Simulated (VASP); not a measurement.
# H4C (I-43m) in VASP: single point with LDA

Aim: the single point of H4C with LDA.

Program: VASP 6.6.1. These are calculated values, not measurements. Logs are shortened: lines on timing, memory, paths and dates and some standing lists are left out, and cuts for length are marked.

### 1 The crystal as given

Symmetry: I-43m, No. 217, cubic system. Conventional cell: a = 4.958 Å, b = 4.958 Å, c = 4.958 Å, α = 90.00°, β = 90.00°, γ = 90.00°. H (site symmetry 3m) has 1 C at 1.09 Å as nearest neighbours. C (site symmetry -43m) has 4 H at 1.09 Å as nearest neighbours.

The cell comes from a database or a generator and needn't be the stable form of this composition.

### 2 Single point, LDA

Contents of INCAR:

```
SYSTEM = H4C
ALGO     = Normal         ! electronic algorithm
EDIFF    = 1E-7           ! SCF threshold, eV
ENCUT    = 520            ! plane-wave cutoff, eV
ISIF     = 2              ! what is computed and relaxed
ISMEAR   = 0              ! smearing method
LASPH    = .True.         ! aspherical terms in the spheres
LCHARG   = .False.        ! write CHGCAR
LREAL    = .False.        ! projectors in reciprocal space
LWAVE    = .False.        ! write WAVECAR
NBANDS   = 12             ! bands
NELM     = 100            ! most SCF steps
PREC     = Accurate       ! precision mode
SIGMA    = 0.05           ! smearing width, eV
```

Contents of KPOINTS:

```
k-points
0
Gamma
  6 6 6
  0 0 0
```

Contents of POSCAR:

```
H4C
1.0
   -2.4789246809      2.4789246809      2.4789246809
    2.4789246809     -2.4789246809      2.4789246809
    2.4789246809      2.4789246809     -2.4789246809
H C
4 1
Direct
    0.0000000000      0.0000000000      0.7463128700
    0.7463128700      0.0000000000      0.0000000000
    0.0000000000      0.7463128700      0.0000000000
    0.2536871300      0.2536871300      0.2536871300
    0.0000000000      0.0000000000      0.0000000000
```

Potentials or basis: VASP PAW LDA potentials, release 64 (H, C).

Run with:

```bash
$ cat potpaw_LDA.64/H/POTCAR potpaw_LDA.64/C/POTCAR > POTCAR
$ mpirun -np 1 vasp_std > vasp.out
```

OUTCAR:

```text
SYSTEM = H4C
   EDIFF = 1E-7
   ENCUT = 520
   ISIF = 2
   ISMEAR = 0
   LASPH = .True.
   LREAL = .False.
   NELM = 100
   PREC = Accurate

 ion  position               nearest neighbor table
   1  0.000  0.000  0.746-   5 1.09
   2  0.746  0.000  0.000-   5 1.09
   3  0.000  0.746  0.000-   5 1.09
   4  0.254  0.254  0.254-   5 1.09
   5  0.000  0.000  0.000-   1 1.09   2 1.09   3 1.09   4 1.09

  LATTYP: Found a body centered cubic cell.
 ALAT       =     4.9578493618

  Lattice vectors:

 A1 = (  -2.4789246809,   2.4789246809,   2.4789246809)
 A2 = (   2.4789246809,  -2.4789246809,   2.4789246809)
 A3 = (   2.4789246809,   2.4789246809,  -2.4789246809)

Analysis of symmetry for initial positions (statically):
=====================================================================
 Subroutine PRICEL returns:
 Original cell was already a primitive cell.

 Routine SETGRP: Setting up the symmetry group for a
 body centered cubic supercell.

 Subroutine GETGRP returns: Found 24 space group operations
 (whereof 24 operations were pure point group operations)
 out of a pool of 48 trial point group operations.

The static configuration has the point symmetry T_d .

Analysis of symmetry for dynamics (positions and initial velocities):
=====================================================================
 Subroutine PRICEL returns:
 Original cell was already a primitive cell.

 Routine SETGRP: Setting up the symmetry group for a
 body centered cubic supercell.

 Subroutine GETGRP returns: Found 24 space group operations
 (whereof 24 operations were pure point group operations)
 out of a pool of 48 trial point group operations.

The dynamic configuration has the point symmetry T_d .

 Subroutine INISYM returns: Found 24 space group operations
 (whereof 24 operations are pure point group operations),
 and found     1 'primitive' translations

----------------------------------------------------------------------------------------

                                     Primitive cell

  volume of cell :      60.9326

  direct lattice vectors                    reciprocal lattice vectors
    -2.478924681  2.478924681  2.478924681     0.000000000  0.201700360  0.201700360
     2.478924681 -2.478924681  2.478924681     0.201700360  0.000000000  0.201700360
     2.478924681  2.478924681 -2.478924681     0.201700360  0.201700360  0.000000000

  length of vectors
     4.293623495  4.293623495  4.293623495     0.285247384  0.285247384  0.285247384

  position of ions in fractional coordinates (direct lattice)
     0.000000000  0.000000000  0.746312870
     0.746312870  0.000000000  0.000000000
     0.000000000  0.746312870  0.000000000
     0.253687130  0.253687130  0.253687130
     0.000000000  0.000000000  0.000000000

  ion indices of the primitive-cell ions
   primitive index   ion index
                 1           1
                 2           2
                 3           3
                 4           4
                 5           5

----------------------------------------------------------------------------------------

 KPOINTS: k-points

Automatic generation of k-mesh.
 Grid dimensions read from file:
 generate k-points for:    6    6    6

 Generating k-lattice:

  Cartesian coordinates                     Fractional coordinates (reciprocal lattice)
     0.000000000  0.033616727  0.033616727     0.166666667  0.000000000  0.000000000
     0.033616727  0.000000000  0.033616727     0.000000000  0.166666667  0.000000000
     0.033616727  0.033616727  0.000000000     0.000000000  0.000000000  0.166666667

  Length of vectors
     0.047541231  0.047541231  0.047541231

  Shift w.r.t. Gamma in fractional coordinates (k-lattice)
     0.000000000  0.000000000  0.000000000

 Subroutine IBZKPT returns following result:
 ===========================================

 Found     16 irreducible k-points:

 Following reciprocal coordinates:
            Coordinates               Weight
  0.000000  0.000000  0.000000      1.000000
  0.166667  0.000000  0.000000     12.000000
  0.333333  0.000000  0.000000     12.000000
  0.500000  0.000000  0.000000      6.000000
  0.166667  0.166667  0.000000     24.000000
  0.333333  0.166667  0.000000     48.000000
[... 8 lines left out ...]
  0.500000  0.500000  0.333333     12.000000
  0.500000  0.500000  0.500000      1.000000
   k-points           NKPTS =     16   k-points in BZ     NKDIM =     16   number of bands    NBANDS=     12
   number of dos      NEDOS =    301   number of ions     NIONS =      5
   total plane-waves  NPLWV =  32768
   dimension x,y,z NGX =    32 NGY =   32 NGZ =   32
   dimension x,y,z NGXF=    64 NGYF=   64 NGZF=   64
   ions per type =               4   1
   NGX,Y,Z   is equivalent  to a cutoff of  12.39, 12.39, 12.39 a.u.
   NGXF,Y,Z  is equivalent  to a cutoff of  24.78, 24.78, 24.78 a.u.
 SYSTEM =  H4C
   PREC   = accura    normal or accurate (medium, high low for compatibility)
   ISTART =      0    job   : 0-new  1-cont  2-samecut
   ICHARG =      2    charge: 1-file 2-atom 10-const
   ISPIN  =      1    spin polarized calculation?
   LNONCOLLINEAR =      F non collinear calculations
   LSORBIT =      F    spin-orbit coupling
   LASPH  =      T    aspherical Exc in radial PAW
   ENCUT  =  520.0 eV  38.22 Ry    6.18 a.u.   7.98  7.98  7.98*2*pi/ulx,y,z
   NELM   =    100;   NELMIN=  2; NELMDL= -5     # of ELM steps
   EDIFF  = 0.1E-06   stopping-criterion for ELM
   LREAL  =      F    real-space projection
   EDIFFG = 0.1E-05   stopping-criterion for IOM
   NSW    =      0    number of steps for IOM
   IBRION =     -1    ionic relax: 0-MD 1-quasi-New 2-CG
   NFREE  =      0    steps in history (QN), initial steepest desc. (CG)
   ISIF   =      2    stress and relaxation
   ISYM   =      2    0-nonsym 1-usesym 2-fastsym
   POTIM  = 0.5000    time-step for ionic-motion
   TEBEG  =    0.0;   TEEND  =   0.0 temperature during run
   PSTRESS=    0.0 pullay stress
   NELECT =       8.0000    total number of electrons
   NUPDOWN=      -1.0000    fix difference up-down
   EMIN   =  10.00;   EMAX   =-10.00  energy-range for DOS
   EFERMI =   0.00;   METHOD = LEGACY
   ISMEAR =     0;   SIGMA  =   0.05  broadening in eV -4-tet -1-fermi 0-gaus
   EFERMI_NEDOS =   21; number of points for ismear=-14 and -15
   IALGO  =     38    algorithm
   IMIX   =      4    mixing-type and parameters
     AMIX     =   0.40;   BMIX     =  1.00
     AMIX_MAG =   1.60;   BMIX_MAG =  1.00
  volume/ion in A,a.u.               =      12.19        82.24
  Fermi-wavevector in a.u.,A,eV,Ry     =   0.832060  1.572366  9.419646  0.692324
  Thomas-Fermi vector in A             =   1.945052
   LORBIT       =      0    0 simple, 1 ext, 2 COOP (PROOUT), +10 PAW based schemes
   GGA     = CA    functional components
   LHFCALC =     F    Hartree Fock is set to
   AEXX    =    0.0000 exact exchange contribution
   IVDW    =     0    specifies the selected vdW correction
   LEPSILON=     F    determine dielectric tensor
   LRPA    =     F    only Hartree local field effects (RPA)
 non-spin polarized calculation
 Gauss-broadening in eV      SIGMA  =   0.05
  energy-cutoff  :      520.00
  volume of cell :       60.93
 maximum number of plane-waves:      1662
   NGX = 15   NGY = 15   NGZ = 15

 number of electron       7.9999999 magnetization

 Free energy of the ion-electron system (eV)
  ---------------------------------------------------
  ext. energy  EPLUGINS =         0.00000000
  ---------------------------------------------------
  free energy    TOTEN  =       -24.89839563 eV

  energy without entropy =      -24.89839563  energy(sigma->0) =      -24.89839563

 E-fermi :  -6.8157     XC(G=0):  -6.1582

 val. band max:       -7.0298990657   @ k =   0.0000   0.0000   0.0000
 cond. band min:       0.2562528154   @ k =   0.0000   0.0000   0.0000
 fundamental gap:      7.2861518811
 Fermi energy:        -6.8156993627

 k-point     1 :       0.0000    0.0000    0.0000
  band No.  band energies     occupation
      1     -15.1086      2.00000
      2      -7.0299      2.00000
      3      -7.0299      2.00000
      4      -7.0299      2.00000
      5       0.2563      0.00000
      6       5.1979      0.00000
      7       5.1979      0.00000
      8       5.1979      0.00000
      9       9.0845      0.00000
     10       9.0845      0.00000
     11       9.6725      0.00000
     12       9.6725      0.00000

 k-point     2 :       0.1667    0.0000    0.0000
  band No.  band energies     occupation
      1     -15.0530      2.00000
      2      -7.2517      2.00000
      3      -7.1001      2.00000
      4      -7.0338      2.00000
      5       0.7083      0.00000
      6       4.7716      0.00000
      7       4.8637      0.00000
      8       5.7169      0.00000
      9       7.8067      0.00000
     10       8.3635      0.00000
     11      10.6974      0.00000
     12      11.1884      0.00000

 k-point     3 :       0.3333    0.0000    0.0000
  band No.  band energies     occupation
      1     -14.9366      2.00000
      2      -7.6633      2.00000
      3      -7.2347      2.00000
      4      -7.0416      2.00000
      5       1.6895      0.00000
      6       4.0411      0.00000
      7       4.1618      0.00000
      8       7.1098      0.00000
      9       8.0194      0.00000
     10       8.1416      0.00000
     11      10.1372      0.00000
     12      11.3403      0.00000

 k-point     4 :       0.5000    0.0000    0.0000
  band No.  band energies     occupation
      1     -14.8756      2.00000
      2      -7.8576      2.00000
      3      -7.2991      2.00000
      4      -7.0456      2.00000
      5       2.2572      0.00000
      6       3.6656      0.00000
      7       3.9214      0.00000
      8       8.2232      0.00000
      9       8.2576      0.00000
     10       8.5980      0.00000
     11       9.2257      0.00000
     12      10.5227      0.00000

 k-point     5 :       0.1667    0.1667    0.0000
  band No.  band energies     occupation
      1     -14.9665      2.00000
      2      -7.5306      2.00000
      3      -7.1938      2.00000
      4      -7.0862      2.00000
      5       1.4565      0.00000
      6       4.2583      0.00000
      7       4.3080      0.00000
      8       6.6310      0.00000
      9       7.2691      0.00000
     10       9.1201      0.00000
     11      10.3772      0.00000
     12      11.2652      0.00000
[... 108 lines left out ...]
      1     -14.8180      2.00000
      2      -7.6992      2.00000
      3      -7.5166      2.00000
      4      -7.2501      2.00000
      5       3.0369      0.00000
      6       3.7456      0.00000
      7       4.2678      0.00000
      8       6.3644      0.00000
      9       7.1878      0.00000
     10       8.1633      0.00000
     11      10.0261      0.00000
     12      11.0615      0.00000

 k-point    14 :      -0.3333    0.3333    0.3333
  band No.  band energies     occupation
      1     -14.8044      2.00000
      2      -7.5865      2.00000
      3      -7.4672      2.00000
      4      -7.4672      2.00000
      5       2.8690      0.00000
      6       4.0370      0.00000
      7       5.4388      0.00000
      8       5.4388      0.00000
      9       6.7235      0.00000
     10       7.3304      0.00000
     11      11.0140      0.00000
     12      11.0140      0.00000

 k-point    15 :       0.5000    0.5000    0.3333
  band No.  band energies     occupation
      1     -14.7584      2.00000
      2      -7.6778      2.00000
      3      -7.5398      2.00000
      4      -7.4806      2.00000
      5       3.4467      0.00000
      6       3.4814      0.00000
      7       5.4335      0.00000
      8       5.6257      0.00000
      9       6.8784      0.00000
     10       8.4817      0.00000
     11       9.4899      0.00000
     12       9.9662      0.00000

 k-point    16 :       0.5000    0.5000    0.5000
  band No.  band energies     occupation
      1     -14.7179      2.00000
      2      -7.6147      2.00000
      3      -7.6147      2.00000
      4      -7.6147      2.00000
      5       3.3667      0.00000
      6       3.3667      0.00000
      7       6.3438      0.00000
      8       6.3438      0.00000
      9       6.3438      0.00000
     10       9.3275      0.00000
     11       9.3275      0.00000
     12       9.3408      0.00000

------------------------ aborting loop because EDIFF is reached ----------------------------------------

  FORCE on cell =-STRESS in cart. coord.  units (eV):
  Direction    XX          YY          ZZ          XY          YZ          ZX
  --------------------------------------------------------------------------------------
  -------------------------------------------------------------------------------------
  Total        0.2446414      0.2446414      0.2446414      0.0000000      0.0000000     -0.0000000
  in kB        6.4326594      6.4326594      6.4326594      0.0000000      0.0000000     -0.0000000
  external PRESSURE =       6.4326594 kB  Pullay stress =       0.0000000 kB

 VOLUME and BASIS-vectors are now :
 -----------------------------------------------------------------------------
  energy-cutoff  :      520.00
  volume of cell :       60.93
      direct lattice vectors                 reciprocal lattice vectors
    -2.478924681  2.478924681  2.478924681     0.000000000  0.201700360  0.201700360
     2.478924681 -2.478924681  2.478924681     0.201700360  0.000000000  0.201700360
     2.478924681  2.478924681 -2.478924681     0.201700360  0.201700360  0.000000000

 POSITION                                       TOTAL-FORCE (eV/Angst)
 -----------------------------------------------------------------------------------
      1.85005      1.85005     -1.85005        -0.220308     -0.220308      0.220308
     -1.85005      1.85005      1.85005         0.220308     -0.220308     -0.220308
      1.85005     -1.85005      1.85005        -0.220308      0.220308     -0.220308
      0.62887      0.62887      0.62887         0.220308      0.220308      0.220308
      0.00000      0.00000      0.00000         0.000000     -0.000000     -0.000000
 -----------------------------------------------------------------------------------
    total drift:                                0.000000      0.000000     -0.000000

  FREE ENERGIE OF THE ION-ELECTRON SYSTEM (eV)
  ---------------------------------------------------
  free  energy   TOTEN  =       -24.8983956313 eV

  energy  without entropy=      -24.8983956313  energy(sigma->0) =      -24.89839563
```

Wall time 5 s (1 thread of Intel Xeon 6975P-C (Granite Rapids), shared host); peak memory 0.14 GiB.

Results:

```yaml
Free_energy: -24.8984 eV
Pressure: 0.6 GPa
Largest_force: 0.382 eV/Å
Band_gap_on_the_k_mesh: 7.29 eV, direct
```

Forces in eV/Å, atoms in the order of the input:
```
H   -0.220 -0.220  0.220
H    0.220 -0.220 -0.220
H   -0.220  0.220 -0.220
H    0.220  0.220  0.220
C    0.000  0.000  0.000
```

A k mesh can miss the band edges. LDA gaps usually lie below the measured ones, often by a third to a half.
